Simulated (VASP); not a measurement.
Crystal: Te.

```
Te
1.0
     2.30590    1.33131    1.69095
    -2.30590    1.33131    1.69095
     0.00000   -2.66263    1.69095
Te
1
Direct
  0.50000 0.50000 0.50000
```

This isn't the form of Te at room conditions, which is trigonal, of chains.

| Item | Value |
| --- | --- |
| Program | VASP 6.6.1 |
| Task | single point |
| Functional | PBE |
| Potentials or basis | VASP PAW PBE potentials, release 64 (Te) |
| Cutoff | 520 eV |
| k mesh | 9 × 9 × 9 |
| Occupations | fermi-dirac, width 0.05 eV |
| Spin | no spin polarisation |

On this cell: pressure 2.6 GPa; band gap on the k mesh none (metal or under the smearing width).

The same run follows on a disturbed copy (cell strained at random at fixed volume):

```
Te
1.0
     2.28571    1.30841    1.72314
    -2.26423    1.29574    1.70383
    -0.00024   -2.65977    1.75728
Te
1
Direct
  0.50143 0.49386 0.50316
```

What changes?

The energy (extrapolated to zero smearing) moves by +0.3 meV/atom; pressure 2.9 GPa; band gap on the k mesh none (metal or under the smearing width).

Stress tensor (GPa, compression positive):
```
 3.03 -0.16 -0.19
-0.16  2.77  0.31
-0.19  0.31  2.83
```
